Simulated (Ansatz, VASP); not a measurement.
**InAs: VASP beside Ansatz**

Wanted: the spread between two codes on one cell, functional and k mesh. The cell is taken from a series of runs on this material, whose earlier steps may have relaxed, scaled, displaced or heated it; both programs get it as it stands.

Method: plane waves, with VASP 6.6.1 beside it; zone-centre phonons at LDA, in Ansatz 0.2.0.

### Step 1. The structure

The structure is tetragonal, space group I-4m2 (No. 119). The conventional cell has a = 4.309 Å, b = 4.309 Å, c = 5.845 Å, α = 90.00°, β = 90.00°, γ = 90.00°. As has 4 In at 2.60 Å nearest. In has 4 As at 2.60 Å nearest. Farther neighbours are not listed.

Coordinates:

```cif
data_structure
_symmetry_space_group_name_H-M 'I-4m2'
_symmetry_Int_Tables_number 119
_cell_length_a 4.3086
_cell_length_b 4.3086
_cell_length_c 5.8448
_cell_angle_alpha 90.000
_cell_angle_beta 90.000
_cell_angle_gamma 90.000
_cell_volume 108.50
loop_
_atom_site_label
_atom_site_type_symbol
_atom_site_symmetry_multiplicity
_atom_site_Wyckoff_symbol
_atom_site_fract_x
_atom_site_fract_y
_atom_site_fract_z
_atom_site_occupancy
As1 As 2 b 0.00000 0.00000 0.50000 1
In1 In 2 d 0.50000 0.00000 0.25000 1
```

### Step 2. Ansatz: zone-centre phonons, LDA

Ansatz runs on its PAW soft_1 files.

Second derivatives magnify differences that forces hide, and they need a tight electronic threshold.

input.yaml

```yaml
crystal:
  lattice:
    - [0.0, 3.0466501401, 2.9224055605]
    - [3.0466501401, 0.0, 2.9224055605]
    - [3.0466501401, 3.0466501401, 0.0]
  atoms:
    - { symbol: As, position: [0.7499939051, 0.7499939051, 0.7499779589] }
    - { symbol: In, position: [6.0949e-06, 6.0949e-06, 2.20411e-05] }
kpoints:
  mp_grid: { grid: [12, 12, 12], shift: [0.5, 0.5, 0.5] }
hamiltonian:
  xc: lda
  pseudopotentials: { kind: paw, azcp: { folder: soft_1 }, xc_functional: pbe }
scf:
  occupations: { method: gaussian, width: 0.015 }
output:
  eigenvalues: true
phonons:
  method: dfpt
```

Started as:

```console
ansatz run input.yaml --threads 4 --pin off --max-ram 10240MiB --backend cpu --events-out ev --progress --plain --runs-dir out
```

Numbers of over 12 decimals in the logs are rounded to 6 here.

Output:

```text
Engine: ansatz 0.2.0, aarch64-unknown-linux-gnu
Pseudopotentials: kind: paw
Pseudopotential: As, paw, valence charge 15, recommended cutoff 420 eV (normal), soft_1/As.paw.azcp
Pseudopotential: In, paw, valence charge 13, recommended cutoff 420 eV (normal), soft_1/In.paw.azcp
Functional definition: SPW92
  exchange = slater_x
  correlation = pw_c
Crystal: 2 atoms, lattice volume = 54.252 Å³
Basis set: ecut = 420 eV, 1049 PW (Γ), exchange–correlation on 60×60×60 points (8 copies of the dense FFT grid, shifted against one another)
Bands: 18, of which v1, the nominal top of the filled ones, is band 14 counted from 1 (13 counted from 0)
Symmetry: 2 space group operations
k-points: 864 of 1728 (irreducible under 1 space group operation, time reversal used)
Non-local potential: As, projectors of the file, l = 0: 2, l = 1: 2, l = 2: 3, l = 3: 1
Non-local potential: In, projectors of the file, l = 0: 2, l = 1: 2, l = 2: 2, l = 3: 1
PAW form: soft (Blöchl's): semilocal exchange-correlation on the pseudo side does not see the compensation charge
PAW frozen core: As, regenerated for the run's functional, and the local potential with it (the file was generated under x = pbe(κ = 0.804, μ = 0.219515), c = pbe(β = 0.066725))
PAW frozen core: In, regenerated for the run's functional, and the local potential with it (the file was generated under x = pbe(κ = 0.804, μ = 0.219515), c = pbe(β = 0.066725))
PAW one-centre angular grid: As, 590 points (default); XC on 64 Gauss nodes
PAW one-centre angular grid: In, 590 points (default); XC on 64 Gauss nodes
Initial density: superposition of atomic densities (chi_scale 0.1, normalization cell, long waves kept (reshape's long-wave potential 0.00 eV rms))
Initial wavefunctions: pseudopotential atomic-orbital guess
Functional: x = slater, c = lda
SCF iter   1: F=—  HF=-10231.423804 eV  |F-HF|=—  |Δ(HF+E_count)|=         —  Δρ=2.83e-2  dr2=3.86e-1  ethr=3.10e-3  ⟨swp⟩=6.0  Hψ=78504  notcnv=0
preconditioner: auto → none  [insulator: Δε(μ)=0.398 eV  Ē_g=14.739 eV  σ=0.015 eV  W_gap=1.00  n_scr=14 (ndim 8)  ℏωp=21.4 eV  f_vac=0.005  D(μ)=0.00/eV (n_scr^D=0)  ε∞_Penn≈3.1]
SCF iter   2: F=—  HF=-10231.313515 eV  |F-HF|=—  |Δ(HF+E_count)|=   1.10e-1  Δρ=1.26e-2  dr2=6.39e-2  ethr=1.38e-3  ⟨swp⟩=2.0  Hψ=25920  notcnv=0
SCF iter   3: F=—  HF=-10231.298763 eV  |F-HF|=—  |Δ(HF+E_count)|=   1.48e-2  Δρ=2.58e-3  dr2=7.95e-3  ethr=2.28e-4  ⟨swp⟩=2.8  Hψ=29924  notcnv=0
SCF iter   4: F=—  HF=-10231.295317 eV  |F-HF|=—  |Δ(HF+E_count)|=   3.45e-3  Δρ=6.86e-4  dr2=1.21e-4  ethr=2.84e-5  ⟨swp⟩=3.0  Hψ=34195  notcnv=0
SCF iter   5: F=—  HF=-10231.295342 eV  |F-HF|=—  |Δ(HF+E_count)|=   2.52e-5  Δρ=1.78e-4  dr2=5.75e-6  ethr=4.31e-7  ⟨swp⟩=3.0  Hψ=31029  notcnv=0
SCF iter   6: F=—  HF=-10231.295348 eV  |F-HF|=—  |Δ(HF+E_count)|=   5.46e-6  Δρ=1.36e-5  dr2=4.34e-8  ethr=2.05e-8  ⟨swp⟩=2.0  Hψ=27550  notcnv=0
SCF iter   7: F=—  HF=-10231.295347 eV  |F-HF|=—  |Δ(HF+E_count)|=   7.78e-8  Δρ=2.43e-6  dr2=2.78e-9  ethr=1.55e-10  ⟨swp⟩=2.0  Hψ=27647  notcnv=0
SCF iter   8: F=—  HF=-10231.295347 eV  |F-HF|=—  |Δ(HF+E_count)|=   2.06e-9  Δρ=5.03e-7  dr2=7.44e-11  ethr=9.92e-12  ⟨swp⟩=2.0  Hψ=27648  notcnv=0
SCF iter   9: F=-10231.295347 eV  HF=-10231.295347 eV  |F-HF|=3.64e-12  |Δ(HF+E_count)|=  2.55e-11  Δρ=8.33e-8  dr2=1.42e-12  ethr=1.00e-12  ⟨swp⟩=6.0  Hψ=66587  notcnv=0
SCF 1 converged in 9 iterations: F = -10231.295347 eV  dr2 = 1.42e-12
  greatest PAW one-centre occupation: 0.999 electrons in one spin orbital (limit 2), on the As atom at site 0 (counted from 0), in its partial waves of l = 2
DFPT response loops at Γ: preconditioner auto → none (the input reference at scf.mixing.eps_inf says where Resta's filter doesn't serve); β = 0.50; Broyden in place of MSR1
SCF converged after 9 iterations
Free energy (F): -10231.295347 eV
Harris-Foulkes:  -10231.295347 eV  (|F-HF|=3.64e-12)
Internal energy: -10231.295347 eV  (E = F + TS)
E sigma→0 (E₀):  -10231.295347 eV
Fermi energy:    7.806601 eV
--- Per-component energies (eV) ---
  E_band       = -321.262478
  E_kinetic    = 318.853779
  E_local      = -3459.528212  (includes V_loc(G=0)·N_el)
  E_nonlocal   = -59.453725
  E_hartree    = 1720.543684
  E_xc         = -212.508473
  E_vxc        = -164.902062  (∫ρ·V_xc dr)
  E_paw        = -6001.873294  (= ΣΔE_a)
  E_vpaw       = -397.319706  (= ΣTr[D̂ρ^β])
  E_aug_tail   = 0.000074  (compensation charges beyond the density's cutoff)
  E_ewald      = -2539.688945
  E_core_change = 2.359764  (= ΣΔE_core)
  E_smearing   = -0.000000  (= −TS)
  E_closure    = 0.000000  (closes the sum)
  Σ components = -10231.295347   (vs F -10231.295347, Δ=0.00e0)
--- Band table (eV; the first three rows and the last of 864) ---
  k-point 0: bands = [... 10 lower, -4.4276, 6.8361, 7.5172, 7.6373, 7.9759, 11.4106, 11.5227, 11.5277]
  k-point 1: bands = [... 10 lower, -4.3298, 5.9419, 7.4202, 7.4583, 8.5629, 11.4719, 11.6123, 11.7932]
  k-point 2: bands = [... 10 lower, -4.0925, 4.7649, 7.1030, 7.2336, 8.9021, 11.8466, 11.8744, 12.2175]
  k-point 863: bands = [... 10 lower, -2.9059, 1.6939, 6.3179, 6.6622, 8.5923, 12.0699, 12.4322, 14.4211]
--- Phonons (Γ-DFPT): 4 representative perturbations + reference, on 864 of 1728 k-points (Σ response iterations 13) ---
  k mesh reduced under 1 symmetry operation, with k and −k counted as one. Each operation leaves every solved perturbation unchanged. A smaller set is not used because it would not reduce the number of displacements times k-points to solve
  ASR residual: 7.866e-5 → 0.000e0 eV/Å²; symmetrization residual: 2.258e-5 eV/Å²
  ASR residual per site (eV/Å²): 7.87e-5 1.86e-5
  Γ frequencies (cm⁻¹): 0.00 0.00 0.00 214.59 218.26 218.42
  non-analytic LO–TO correction: not included (Born effective charges unavailable; polar crystals: no LO–TO splitting at Γ)
```

In the SCF lines HF is the Harris–Foulkes energy and dr2 the Hartree energy of the density residual, in eV; the loop may stop once dr2 is under the threshold and the program's other checks hold. Hψ counts applications of the Hamiltonian.

[end of part 1 of 3]

[Lines on the potential files, build, host, timing and source positions are cut from VASP's logs without a mark.]

[Logs are printed without paths, hosts, clocks, repeated set-up lines and the standing remarks that a program may print on its own settings, such as how far it seeks lower states.]

[Hosts, paths, dates, database ids (printed as entryN), source tags and the programs' standing remarks are cut or masked in the printed files.]
